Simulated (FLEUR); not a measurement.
**InPd in FLEUR: convergence with Gmax**

The system is InPd.

```xyz
2
Lattice="3.2719 0.0000 0.0000 0.0000 3.2719 0.0000 0.0000 0.0000 3.2719" Properties=species:S:1:pos:R:3 pbc="T T T"
In    0.0000    0.0000    0.0000
Pd    1.6359    1.6359    1.6359
```

The cell comes from a database or a generator and needn't be the stable form of this composition.

- Program: FLEUR MaX-R8.1 (later development tree)
- Task: convergence study
- Functional: PBE
- Potentials or basis: all-electron
- Basis: FLAPW
- Kmax: 4.21 1/bohr
- k mesh: 6 × 6 × 6
- Occupations: fermi-dirac, width 0.05 eV
- Spin: no spin polarisation

These are the settings of the first run; the series varies Gmax, with any setting tied to it.

Hardware: 1 thread of Arm Neoverse V2, with other jobs on the host.

```
Gmax  energy less the tightest run, at zero smearing (meV/atom)  SCF cycles  CPU time (s)  peak memory (GiB)
   9                                                      -0.08          15            30               0.07
10.3                                                       0.01          15            31               0.07
11.7                                                      -0.01          15            31               0.07
13.5                                                      -0.01          15            32               0.07
15.8                                                       0.00          15            33               0.07
  18                                                       0.00          15            36               0.07
22.5                                                       0.00          15            40               0.08
```

Against the tightest run, the energy stays within 1 meV/atom from 9 on. The tightest run that finished is the yardstick and may itself not be fully converged.
